Harmonic phonons of fcc Al, computed with GPAW 26.7.0 using vdW-DF-cx, PAW data sets and a 510 eV plane-wave cutoff. Forces are from a 2×2×2 supercell with a 6×6×6 k mesh and Marzari–Vanderbilt smearing of 0.01 eV. In reciprocal lattice vectors, q rows 1–8 are (0,0,0), (0,0,½), (0,½,0), (0,½,½), (½,0,0), (½,0,½), (½,½,0) and (½,½,½).

| row | phonon q row (row) | phonon frequency (cm⁻¹) |
| --- | --- | --- |
| 1 | 1 | 0.0 |
| 2 | 1 | 0.0 |
| 3 | 1 | 0.0 |
| 4 | 2 | 139.5 |
| 5 | 2 | 139.5 |
| 6 | 2 | 279.5 |
| 7 | 3 | 139.5 |
| 8 | 3 | 139.5 |
| 9 | 3 | 279.5 |
| 10 | 4 | 179.6 |
| 11 | 4 | 179.6 |
| 12 | 4 | 348.2 |
| 13 | 5 | 139.5 |
| 14 | 5 | 139.5 |
| 15 | 5 | 279.5 |
| 16 | 6 | 179.6 |
| 17 | 6 | 179.6 |
| 18 | 6 | 348.2 |
| 19 | 7 | 179.6 |
| 20 | 7 | 179.6 |
| 21 | 7 | 348.2 |
| 22 | 8 | 139.5 |
| 23 | 8 | 139.5 |
| 24 | 8 | 279.5 |

**1. How many different frequencies are listed?**

There are four different frequencies, apart from the zeros. The column "phonon q row" numbers eight wave vectors, but the symmetry of the face-centred cubic crystal leaves only three kinds: Γ (number 1), L (2, 3, 5 and 8) and X (4, 6 and 7). Numbers 2 and 4 can therefore stand for all the points with non-zero frequencies. Each has a pair of equal frequencies, which by symmetry are transverse (atoms move across the wave vector), and a single longitudinal one (atoms move along it).

**2. Why are the first three frequencies zero?**

At Γ all cells move in step. With one atom per cell, this shifts the whole crystal, stretches no bond and meets no restoring force. An optical vibration needs at least two atoms in the cell that can move against each other, so aluminium has none.

**3. Why is the longitudinal vibration the faster one?**

Picture equal springs of stiffness $k$ between nearest neighbours. At L, successive close-packed planes move in opposite directions. Each atom has six neighbours in its own plane, which move with it, and six in the planes above and below, which move against it. Only these last six springs are strained.

An atom displaced by $u$ is then $2u$ out of step with each of the six. A spring at angle $\theta$ to the motion pulls back along it with the force $2ku\cos^2\theta$. The planes lie $\sqrt{2/3}$ of a bond length apart, so for motion along the wave vector $\cos^2\theta=2/3$, and the total stiffness is $6\times2k\times2/3=8k$. The remaining $1/3$ is shared by the two transverse directions, which leaves each of them $6\times2k\times1/6=2k$.

Frequency goes as the square root of stiffness over mass, so the longitudinal vibration should be twice as fast as the transverse ones. The table has 279.5 against 139.5 cm⁻¹, a ratio of 2.00. Question 6 shows why such close agreement should not be taken at face value.

**4. Why is the transverse pair higher at X than at L?**

More neighbours move against each atom, and on average their springs lie better for resisting a sideways motion. At X, successive cube planes move oppositely, and eight of the twelve neighbours sit in the adjacent planes. Their bonds make 45° with the wave vector, so $\cos^2\theta$ is $1/2$ along it and averages $1/4$ in each transverse direction. The transverse stiffness becomes $8\times2k\times1/4=4k$, double that at L. The frequency should rise by $\sqrt2$, or 41%; the computed rise, from 139.5 to 179.6 cm⁻¹, is 29%.

**5. Should the longitudinal frequency rise as well?**

In this picture it should not. The stiffness at X is $8\times2k\times1/2=8k$, the same as at L: two more springs are strained, but each lies less squarely along the motion. The calculation nevertheless puts the longitudinal vibration 25% higher at X.

A more refined spring between nearest neighbours, one that also resists bending, would not remove the conflict. The squared frequencies of the three vibrations at one wave vector add up to a total stiffness, to which every strained bond contributes equally, whatever its direction. The totals at X and L must then stand as 8 to 6, or 1.33, whereas the table gives 1.59. Either forces between more distant neighbours matter, or the computed forces contain an error, or both.

**6. Which digits can be trusted?**

Measured longitudinal frequencies of aluminium are nearly equal at L and X, roughly 320 cm⁻¹ as a recalled value. Against that, the calculation is about 13% low at L and 9% high at X. The large split between them is therefore better read as a fault of this run than as a property of the metal. It also means that the neat ratio of 2.00 at L rests on a doubtful longitudinal value.

A likely cause, not tested here, is the sampling of electron states near the Fermi level, where a metal's response converges slowly. The forces behind these frequencies were computed with a 6×6×6 mesh on the 2×2×2 supercell. Because the supercell is twice as long in each direction, this samples as densely as a 12×12×12 mesh on the single cell, much like the 11×11×11 mesh used for the single cell itself. For a smearing as narrow as 0.01 eV, either mesh is coarse. Repeating the force calculation with a denser mesh and a wider smearing would test it. Until then, the longitudinal values are uncertain by tens of cm⁻¹. The transverse values come from the same forces, so they too may be off by more than their decimals, and with them the 29% rise in question 4. That the four L points agree to the last digit is no reassurance, because symmetry makes them equivalent.

**7. What would a heavier atom change?**

If the springs stayed the same, doubling the mass would divide every frequency by $\sqrt2$. The highest would fall from 348.2 to about 246 cm⁻¹, and all the ratios above would survive. A real change of element alters the springs too, so mass alone does not predict the new frequencies.

The output below compares the spring ratios, which contain no adjusted constant, with the computed frequencies at L and X.

Printed output of the fit:

```
number of nonzero modes: 21
longitudinal/transverse at L, table: 2.004
longitudinal/transverse at L, springs: 2
longitudinal/transverse at X, table: 1.939
longitudinal/transverse at X, springs: 1.414
transverse X/L, table: 1.287
transverse X/L, springs: 1.414
longitudinal X/L, table: 1.246
longitudinal X/L, springs: 1
longitudinal X minus L (1/cm): 68.7
sum of squared frequencies X/L, table: 1.587
sum of squared frequencies X/L, any nearest-neighbour law: 1.333
longitudinal at L against rough measured value (percent): -12.66
longitudinal at X against rough measured value (percent): 8.812
highest frequency with doubled mass and same springs (1/cm): 246.2
zero-point energy from the eight q points (kJ/mol): 3.257
zero-point energy interpolated by the run (kJ/mol): 3.522
eight-point value against interpolated value (percent): -7.527
```
